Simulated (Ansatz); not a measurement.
## Calculated ¹⁷O NMR of the central transition for SiO2

Cell: an entry of the Crystallography Open Database (COD) whose atoms were relaxed with PBE, the cell held.

Space group P4_12_12 (No. 92); a = 4.9727, c = 6.9257 Å.

```
site  Wyckoff  site symmetry       x       y       z
  Si       4a            ..2  0.3055  0.3055  0.0000
   O       8b              1  0.2365  0.1167  0.1852
```

One atom of each set is listed.

All values are calculated (Ansatz; DFT, PBEsol, plane waves and PAW, scalar-relativistic, 420 eV cutoff, Γ-centred 6×6×5 k-points, Fermi–Dirac smearing 0.02 eV), not measured.

¹⁷O has I = 5/2 and Q = -25.58 mb (Pyykkö 2018); at 7.05 T its Larmor frequency is ν₀ = 40.7 MHz. Only the quadrupole interaction is simulated: positions count from each site's isotropic chemical shift, and J coupling is left out, as are shift anisotropy and dipolar coupling, which fast spinning averages.

Simulated pattern of one O site (fast magic-angle spinning, Gaussian broadening 0.2 kHz):

(offset (kHz), height): (-12.73, 0), (-12.20, 4), (-11.67, 7), (-11.14, 7), (-10.61, 8), (-10.08, 8), (-9.55, 9), (-9.02, 9), (-8.49, 17), (-7.96, 50), (-7.42, 78), (-6.89, 83), (-6.36, 61), (-5.83, 56), (-5.30, 53), (-4.77, 53), (-4.24, 55), (-3.71, 60), (-3.18, 69), (-2.65, 100), (-2.12, 87), (-1.59, 66), (-1.06, 21), (-0.53, 0)

Question: Which |C_Q| and η does the pattern imply?

Answer: The pattern spans 11.1 kHz before broadening and its centre of gravity is at -4.93 kHz, which fixes P_Q; the places of the horns and steps fix η. That gives P_Q = 5.78 MHz, |C_Q| = 5.75 MHz and η = 0.19. The sign of C_Q can't be read from the pattern.

At O V_zz runs parallel to the line that joins its two neighbours (within 1°).
